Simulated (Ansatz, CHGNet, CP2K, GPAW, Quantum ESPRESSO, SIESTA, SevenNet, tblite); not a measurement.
## Generalised stacking fault on (111) (glide set) of a GaP-AlP solid solution (72 atoms) in SIESTA

Wanted: SIESTA inputs and outputs for generalised stacking fault on (111) (glide set) of a GaP-AlP solid solution (72 atoms), checked against a plane-wave reference.

Method: the method is named at each step, in SIESTA 5.4.2.

## (1) The starting structure

The cell holds 72 atoms: 18 Al, 36 P and 18 Ga. Its edges and angles: a = 6.683 Å, b = 11.576 Å, c = 19.136 Å, α = 90.0°, β = 86.7°, γ = 90.0°. Zinc-blende GaP lattice (a = 5.4569 Å, the value set for the mixture), cell with z along [111], 1 x 3 x 2 periods; the third cell vector is tilted by 0.167 of 1/2[11-2] and lengthened by 0.2 Å, so the cell holds one fault (glide set); displaced by a Gaussian of 0.01 Å; 18 of 36 Ga sites given to Al at random (lattice constant by Vegard's rule between GaP and AlP). Then every atom was moved at random, 0.02 Å r.m.s. a Cartesian component. The structure's axis is c.

The yardstick, on the same geometry:

```
method                                           : Kohn-Sham DFT, PBE, PAW, plane waves (Ansatz 0.2.0); cutoff 420 eV, Γ point, fermi-dirac smearing of 0.05 eV; PAW set soft_2
r.m.s. force component                           : 0.5074 eV/Å
longest force                                    : 3.049 eV/Å
pressure                                         : 2.982 GPa
gap (highest filled to lowest empty level) : 0.4477 eV
SCF cycles                                       : 9
time                                             : 18 s on 4 threads of Arm Neoverse V1, shared host
CPU time                                         : 68 s
```

## (2) PBE, DZP, shift 0.01 Ry, mesh 300 Ry

Method: Kohn-Sham DFT, PBE, PseudoDojo 0.4.1 norm-conserving pseudopotentials (converted to PSML), numerical atomic orbitals (DZP), diagonalisation.

The .psml files are PseudoDojo norm-conserving potentials that we converted to this format, checked against plane waves on the same files for H, C, O, Si, Ge and Ca alone.

input.fdf reads:

```
SystemLabel cell
NumberOfAtoms 72
NumberOfSpecies 3
%block ChemicalSpeciesLabel
  1 13 Al
  2 15 P
  3 31 Ga
%endblock ChemicalSpeciesLabel
LatticeConstant 1.0 Ang
%block LatticeVectors
  6.68331 0.00000 0.00000
  0.00000 11.57583 0.00000
  1.11391 0.00000 19.10326
%endblock LatticeVectors
PAO.BasisSize DZP
PAO.EnergyShift 0.01 Ry
XC.Functional GGA
XC.Authors PBE
MeshCutoff 300 Ry
%block kgrid_Monkhorst_Pack
  1 0 0 0.0
  0 1 0 0.0
  0 0 1 0.0
%endblock kgrid_Monkhorst_Pack
SolutionMethod diagon
OccupationFunction FD
ElectronicTemperature 580 K
SCF.Mixer.Method Pulay
SCF.Mixer.Weight 0.05
SCF.Mixer.History 8
SCF.Mix Hamiltonian
MaxSCFIterations 300
SCF.DM.Tolerance 1e-04
SCF.H.Tolerance 1.0e-3 eV
WriteForces T
Write.HirshfeldPop T
Write.VoronoiPop T
Write.DM F
Write.H F
XML.Write F
AtomicCoordinatesFormat Fractional
%block AtomicCoordinatesAndAtomicSpecies
  0.49910 0.16668 0.02011 1
  0.47777 0.16411 0.14422 2
  0.80342 0.16585 0.18570 3
  0.78771 0.16897 0.31006 2
  0.00011 0.00010 0.02015 3
  0.97238 0.00000 0.14651 2
  0.30306 0.99910 0.18587 1
  0.28734 0.00170 0.30980 2
  0.61005 0.00061 0.34969 3
  0.59098 0.00153 0.47553 2
  0.49057 0.49816 0.02000 1
  0.47810 0.50438 0.14357 2
  0.79660 0.50009 0.18665 3
  0.77956 0.49795 0.30842 2
  0.99762 0.33096 0.02221 1
  0.97439 0.32984 0.14389 2
  0.30155 0.33481 0.18468 3
  0.27792 0.33676 0.31137 2
  0.60557 0.33542 0.34834 1
  0.59145 0.33435 0.47246 2
  0.11028 0.16777 0.35011 3
  0.08762 0.16845 0.47257 2
  0.41560 0.16816 0.51475 3
  0.39430 0.16770 0.63720 2
  0.72261 0.16675 0.68013 1
  0.69290 0.16470 0.80431 2
  0.91377 0.00079 0.51403 3
  0.89533 0.99653 0.63807 2
  0.21459 0.99992 0.68043 1
  0.19913 0.00077 0.80403 2
  0.52615 0.00216 0.84341 3
  0.51067 0.99767 0.96888 2
  0.49723 0.83269 0.02001 3
  0.47533 0.83239 0.14494 2
  0.80134 0.83770 0.18623 1
  0.78093 0.83610 0.30937 2
  0.99427 0.67004 0.02057 3
  0.97762 0.66651 0.14476 2
  0.30117 0.66438 0.18638 1
  0.28696 0.66735 0.31024 2
  0.61156 0.66763 0.35007 1
  0.58637 0.66579 0.47604 2
  0.10714 0.50090 0.34978 3
  0.08669 0.49862 0.47640 2
  0.41101 0.49992 0.51526 1
  0.39642 0.50102 0.64000 2
  0.71901 0.49804 0.68201 1
  0.69475 0.50111 0.80224 2
  0.91344 0.33481 0.51651 1
  0.89345 0.32979 0.64062 2
  0.22041 0.33406 0.68137 1
  0.19618 0.33348 0.80614 2
  0.53031 0.32756 0.84609 3
  0.51082 0.33121 0.96945 2
  0.02343 0.16575 0.84562 1
  0.01115 0.16687 0.96868 2
[... 12 atom lines left out ...]
  0.02225 0.49965 0.84545 3
  0.99955 0.50288 0.97150 2
  0.02635 0.83360 0.84616 1
  0.00762 0.82940 0.97197 2
%endblock AtomicCoordinatesAndAtomicSpecies
```

Started as:

```sh
OMP_NUM_THREADS=1 mpirun -np 2 siesta < input.fdf > output.txt
```

The program printed:

```text
Version         : 5.4.2
reinit: System Name:
reinit: System Label: cell
initatom: Reading input for the pseudopotentials and atomic orbitals ----------
Species number:   1 Atomic number:   13 Label: Al
Species number:   2 Atomic number:   15 Label: P
Species number:   3 Atomic number:   31 Label: Ga
Ground state valence configuration (from tables):   3s02  3p01  3d00  4f00
Ground state valence configuration (from tables):   3s02  3p03  3d00  4f00
Ground state valence configuration (from tables):   4s02  4p01  4d00  4f00
---- Processing specs for species: Al
GGA--PBE XC_GGA_X_PBE--XC_GGA_C_PBE pb
---- Processing specs for species: P
GGA--PBE XC_GGA_X_PBE--XC_GGA_C_PBE pb
---- Processing specs for species: Ga
GGA--PBE XC_GGA_X_PBE--XC_GGA_C_PBE pb
Semicore shell(s) with 10 electrons included in the valence for Ga
Semicore shell(s): 3d
Fallback to non-perturbative polarization scheme for Ga
Please see the manual if this is not desired in principle
Al pseudopotential only contains V_ls up to l=2 -- lmxkb reset.
P pseudopotential only contains V_ls up to l=2 -- lmxkb reset.
Ga pseudopotential only contains V_ls up to l=2 -- lmxkb reset.
Using PAO.SplitTailNorm
%block ChemicalSpeciesLabel
    1   13 Al                      # Species index, atomic number, species label
    2   15 P                       # Species index, atomic number, species label
    3   31 Ga                      # Species index, atomic number, species label
%endblock ChemicalSpeciesLabel
%block PAO.Basis                 # Define Basis set
Al                    2                    # Species label, number of l-shells
 n=3   0   2                         # n, l, Nzeta
   6.130      4.449
   1.000      1.000
 n=3   1   2 P   1                   # n, l, Nzeta, Polarization, NzetaPol
   7.969      5.883
[...]
P                     2                    # Species label, number of l-shells
 n=3   0   2                         # n, l, Nzeta
[...]
n=3   1   2 P   1                   # n, l, Nzeta, Polarization, NzetaPol
[...]
Ga                    4                    # Species label, number of l-shells
 n=4   0   2                         # n, l, Nzeta
[...]
n=4   1   2                         # n, l, Nzeta
   7.969      5.866
   1.000      1.000
 n=3   2   1                         # n, l, Nzeta
   3.094
   1.000
 n=4   2   1                         # n, l, Nzeta
   7.969
   1.000
%endblock PAO.Basis
coor:   Atomic-coordinates input format  =     Fractional
siesta: System type = bulk
initatomlists: Number of atoms, orbitals, and projectors:     72  1026  1296
siesta: ******************** Simulation parameters ****************************
Total number of electrons:   468.000000
Total ionic charge:   468.000000
 Kpoints in:            1 . Kpoints trimmed:            1
siesta: k-grid: Number of k-points = 1
siesta: k-points from Monkhorst-Pack grid
siesta: k-cutoff (effective) =     3.342 Ang
siesta: k-point supercell and displacements
siesta: k-grid:     1     0     0      0.000
siesta: k-grid:     0     1     0      0.000
siesta: k-grid:     0     0     1      0.000
                     ====================================
                        Single-point calculation
                     ====================================
outcell: Unit cell vectors (Ang):
        6.683310    0.000000    0.000000
        0.000000   11.575830    0.000000
        1.113910    0.000000   19.103260
outcell: Cell vector modules (Ang)   :    6.683310   11.575830   19.135708
outcell: Cell angles (23,13,12) (deg):     90.0000     86.6629     90.0000
outcell: Cell volume (Ang**3)        :   1477.9210
Gamma-point calculation with interaction between periodic images
Gamma-point calculation with interaction between periodic images
Some features might not work optimally:
Some features might not work optimally:
e.g. DM initialization from atomic data
e.g. DM initialization from atomic data
new_DM -- step:     1
Initializing Density Matrix...
Attempting to read DM from file... Failed...
DM filled with atomic data:
InitMesh: MESH = 72 x 128 x 200 = 1843200
InitMesh: Mesh cutoff (required, used) =   300.000   302.933 Ry
stepf: Fermi-Dirac step function
        iscf     Eharris(eV)        E_KS(eV)     FreeEng(eV)     dDmax    Ef(eV) dHmax(eV)
   scf:    1   -45328.442211   -45364.982872   -45364.982914  1.752126 -3.946738  6.856197
   scf:    2   -45370.368255   -45367.742249   -45367.742350  0.013830 -3.880771  5.785292
   scf:    3   -45379.461254   -45374.356721   -45374.359327  0.049629 -3.678888  3.404488
[...]
scf:   17   -45377.229716   -45377.229715   -45377.253586  0.000218 -3.511633  0.000752
   scf:   18   -45377.229716   -45377.229715   -45377.253586  0.000006 -3.511612  0.000557
SCF Convergence by DM+H criterion
max |DM_out - DM_in|         :     0.0000062443
max |H_out - H_in|      (eV) :     0.0005571693
SCF cycle converged after 18 iterations
Using DM_out to compute the final energy and forces
siesta: E_KS(eV) =           -45377.2297
siesta: E_KS - E_eggbox =    -45377.2297
siesta: Atomic forces (eV/Ang):
     1   -0.094500   -0.779691    1.499039
     2    0.029800    0.313771   -0.193988
     3   -0.319848   -0.047584    0.443134
[...]
71   -0.242256   -0.302061    0.209959
    72    0.070922    2.027314   -2.515981
----------------------------------------
   Tot    0.002147    0.000906    0.011388
----------------------------------------
   Max    2.515981
   Res    0.533437    sqrt( Sum f_i^2 / 3N )
----------------------------------------
   Max    2.515981    constrained
Stress tensor Voigt[x,y,z,yz,xz,xy] (kbar):       30.11     -104.69      -19.08        0.11        3.30        0.85
(Free)E + p*V (eV/cell)   -45348.4523
Target enthalpy (eV/cell)   -45377.2536
siesta: Program's energy decomposition (eV):
siesta: Ebs     =     -6261.155899
siesta: Eions   =     56171.092451
siesta: Ena     =      7217.472781
siesta: Ekin    =     33630.480155
siesta: Enl     =    -17471.702715
siesta: DEna    =       216.792292
siesta: DUscf   =        14.847189
siesta: Ex      =    -11989.918096
siesta: Ec      =      -824.108870
siesta: Exc     =    -12814.026966
siesta: Eharris =    -45377.229716
siesta: Etot    =    -45377.229715
siesta: FreeEng =    -45377.253586
siesta: Final energy (eV):
siesta:  Band Struct. =   -6261.155899
siesta:       Kinetic =   33630.480155
siesta:       Hartree =   16688.323399
siesta:         Exch. =  -11989.918096
siesta:         Corr. =    -824.108870
siesta:   Exch.-corr. =  -12814.026966
siesta:  Ion-electron =  -63924.847887
siesta:       Ion-ion =  -18957.158417
siesta:         Total =  -45377.229715
siesta:         Fermi =      -3.511612
siesta: Stress tensor (static) (eV/Ang**3):
siesta:     0.018792    0.000531    0.002058
siesta:     0.000531   -0.065344    0.000070
siesta:     0.002058    0.000070   -0.011911
siesta: Cell volume =       1477.921043 Ang**3
siesta: Pressure (static):
siesta:                Solid            Molecule  Units
siesta:           0.00021225          0.00051196  Ry/Bohr**3
siesta:           0.01948767          0.04700612  eV/Ang**3
siesta:          31.22269553         75.31211506  kBar
    Orbital volume contribution        =          61.501492 eV
    (Free)E + p_basis*V_orbitals       =      -45315.752094 eV
    (Free)Eharris+ p_basis*V_orbitals  =      -45315.752094 eV
Hirshfeld Atomic Populations:
Atom #   charge [q] valence [e]  Species
     1     0.169545    2.830455  Al
     2    -0.154848    5.154848  P
     3     0.180849   12.819151  Ga
     4    -0.161328    5.161328  P
     5     0.217061   12.782939  Ga
     6    -0.157186    5.157186  P
     7     0.135291    2.864709  Al
[...]
9     0.182389   12.817611  Ga
[...]
11     0.171791    2.828209  Al
[...]
--------------------
 Total     0.000028
Voronoi Atomic Populations:
Atom #   charge [q] valence [e]  Species
[...]
59     0.186478    2.813522  Al
[...]
67     0.205743   12.794257  Ga
[...]
69     0.210756   12.789244  Ga
    70    -0.261775    5.261775  P
    71     0.210108    2.789892  Al
    72    -0.267264    5.267264  P
--------------------
 Total     0.000028
```

Run time: 3.6 min. Hardware: 2 MPI ranks of Arm Neoverse V1, shared host; peak memory 1.7 GiB; 7.3 min of CPU time.

Banners, paths, timers and routine set-up lines are dropped from the logs unmarked, and long logs keep their key lines alone; longer cuts are marked.

Compared with the plane-wave run:

* r.m.s. force component: 0.5334 eV/Å
* r.m.s. difference of force components: 35.49 meV/Å
* longest difference of force vectors: 193.9 meV/Å
* force difference over r.m.s. force: 6.994 %
* slope of forces against the reference's: 1.05
* correlation of force components: 0.9989
* pressure: 3.122 GPa
* pressure difference: 0.14 GPa

Length of the force difference by element (eV/Å):

```tsv
element	atoms	mean	most
Al	18	0.041	0.12
Ga	18	0.043	0.15
P	36	0.061	0.19
```

Local excerpt of 9 atoms (numbers count through the whole input) about P72, which bears the longest force; x, y, z are measured from there.

```tsv
atom	x	y	z	distance (Å)	bonds	Hirshfeld charge (e)	Fx	Fy	Fz (eV/Å)
P72	0.00	0.00	0.00	0.00	3	-0.22	0.07	2.03	-2.52
Ga37	-0.04	-1.84	0.93	2.07	3	0.21	-0.02	-1.44	2.25
Ga5	0.00	1.98	0.92	2.18	3	0.22	-0.04	-0.23	1.47
Al71	-0.01	0.05	-2.40	2.40	4	0.15	-0.24	-0.30	0.21
Ga33	3.33	0.04	0.92	3.45	3	0.21	-0.10	-0.15	1.47
Ga33	-3.36	0.04	0.92	3.48	3	0.21	-0.10	-0.15	1.47
P70	-0.05	-3.78	-0.01	3.78	3	-0.21	-0.03	-0.78	-1.32
P38	-0.01	-1.89	3.30	3.80	4	-0.16	-0.08	0.27	0.06
P68	-3.31	-1.87	-0.09	3.80	3	-0.23	0.19	-0.77	-0.94
```

Forces lie 7.0 % from the reference's, at 6.4 times its CPU time (on 2 against 4 cores).

(Part 1 of 2 ends here.)

[Also dropped from logs without a mark: logging warnings of Python, and SIESTA's first energy breakdown and zero terms.]

[Logs are printed without paths, hosts, clocks, repeated set-up lines and the standing remarks that a program may print on its own settings, such as how far it seeks lower states.]

[Hosts, paths, dates, database ids (printed as entryN), source tags and the programs' standing remarks are cut or masked in the printed files.]
